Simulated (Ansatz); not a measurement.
**CdSe (h-MgO (five-fold) type): optics runs under varied settings**

Does this optics input for CdSe (h-MgO (five-fold) type) end well? It is run as it stands.

Computed with Ansatz 0.2.0 (plane waves, PAW; settings as the input shows, unless a step's input says otherwise).

3 further runs of the same task are left out: 3 that didn't finish. Runs told in other sessions of the task aren't counted.

**1. The structure to begin with**

Symmetry: P6_3/mmc, No. 194, hexagonal system. Conventional cell: a = 4.602 Å, b = 4.602 Å, c = 6.002 Å, α = 90.00°, β = 90.00°, γ = 120.00°. Cd (site symmetry -6m2) has 5 Se at 2.66 to 3.00 Å in its first shell of neighbours. Se (site symmetry -6m2) is surrounded by 5 Cd at 2.66 to 3.00 Å.

Coordinates:

```xyz
4
Lattice="4.6022 0.0000 0.0000 -2.3011 3.9857 0.0000 0.0000 0.0000 6.0016" Properties=species:S:1:pos:R:3 pbc="T T T"
Cd    0.0000    2.6571    1.5004
Cd    2.3011    1.3286    4.5012
Se    2.3011    1.3286    1.5004
Se    0.0000    2.6571    4.5012
```

Cell and atoms come from an earlier r2SCAN relaxation.

For scale, an earlier run with the standard settings (PBE, 6×6×4, gaussian width 0.1 eV, scissors 0 eV) gave ε∞ 8.91 (xx, yy), 9.50 (zz); tallest peak of ε₂: 13.1 at 4.25 eV.

**2. Input 1**

input.yaml reads:

```yaml
crystal:
  lattice:
    - [4.6022437423, 0.0, 0.0]
    - [-2.3011218711, 3.9856599953, 0.0]
    - [0.0, 0.0, 6.0016225389]
  atoms:
    - { symbol: Cd, position: [0.3333333333, 0.6666666667, 0.25] }
    - { symbol: Cd, position: [0.6666666667, 0.3333333333, 0.75] }
    - { symbol: Se, position: [0.6666666667, 0.3333333333, 0.25] }
    - { symbol: Se, position: [0.3333333333, 0.6666666667, 0.75] }
kpoints:
  mp_grid: { grid: [6, 6, 4] }
hamiltonian:
  xc: r2scan
scf:
  occupations: { method: fixed }
output:
  optics:
    e_range: [0.5, 15]
    de: 0.1
    sigma: -0.1
    scissors: 0
    scheme: fermi_dirac
    bands: scf
```

On the command line:

```
$ ansatz run input.yaml --threads 4 --pin off --max-ram 3686MiB --backend cpu --events-out ev --progress --plain --runs-dir out
```

The log of the run:

```text
Error: invalid value for `output.optics.sigma`: must be finite and > 0; got -0.1 eV
```

Wall time 0.19 s (4 threads of Arm Neoverse N1, shared host); peak memory 0.087 GiB.

What is wrong: Refused before any calculation. The broadening is negative. To mend it, type a small positive width, such as 0.1 eV.

**3. How the runs ended**

| input | settings | ended | fault | time |
| --- | --- | --- | --- | --- |
| 1 | r2SCAN, 6×6×4, fermi-dirac width -0.1 eV, scissors 0 eV | refused | the broadening is negative | 0.19 s |

**Reading.** 1 refused. No run passed without a fault or warning, so no result is quoted.
